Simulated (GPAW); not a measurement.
Input of a GPAW 26.7.0 run:

Contents of run.py:

```python
from ase import Atoms
from ase.dft.bandgap import bandgap
from ase.io import write
from ase.units import GPa
from gpaw import GPAW, PW

atoms = Atoms(['N', 'B'],
              cell=[[0.0, 3.49531583, 2.16609124],
                    [1.2516321, 0.0, 2.16609124],
                    [1.2516321, 3.49531583, 0.0]],
              scaled_positions=[[0.66665134, 0.66665134, 0.33334866],
                                [0.00004865, 0.00004865, 0.99995135]],
              pbc=True)

calc = GPAW(mode=PW(600),
            xc='PBE',
            kpts={'size': (10, 10, 10), 'gamma': True},
            occupations={'name': 'fermi-dirac', 'width': 0.05},
            nbands=11,
            maxiter=120,
            txt='gpaw.txt')
atoms.calc = calc
energy = atoms.get_potential_energy()
forces = atoms.get_forces()
stress = atoms.get_stress()
calc.write('gs.gpw')
write('result.traj', atoms)
print(f'Energy: {energy:.6f} eV')
print('Forces (eV/A):')
print(forces.round(4))
print('Stress (GPa):', (stress / GPa).round(3))
print('Fermi level:', round(calc.get_fermi_level(), 4), 'eV')
print(f'Gap: {bandgap(calc)[0]:.4f} eV, direct: {bandgap(calc, direct=True)[0]:.4f} eV')
```

Potentials or basis: GPAW PAW data sets (gpaw-data 1.2.1), pw.

Command:

```sh
$ OMP_NUM_THREADS=1 python run.py
```

(1) Predict the pressure.

(2) Estimate the band gap on the k mesh.

(3) Predict the largest force.

## Answers

(1) -4.5 GPa.

(2) 3.90 eV, indirect (least direct gap 4.74 eV).

(3) 0.010 eV/Å.

Caveat: the cutoff is short for stress and forces, so pressures can be off by a GPa or more; the program warned that so skewed a cell can give wrong results.
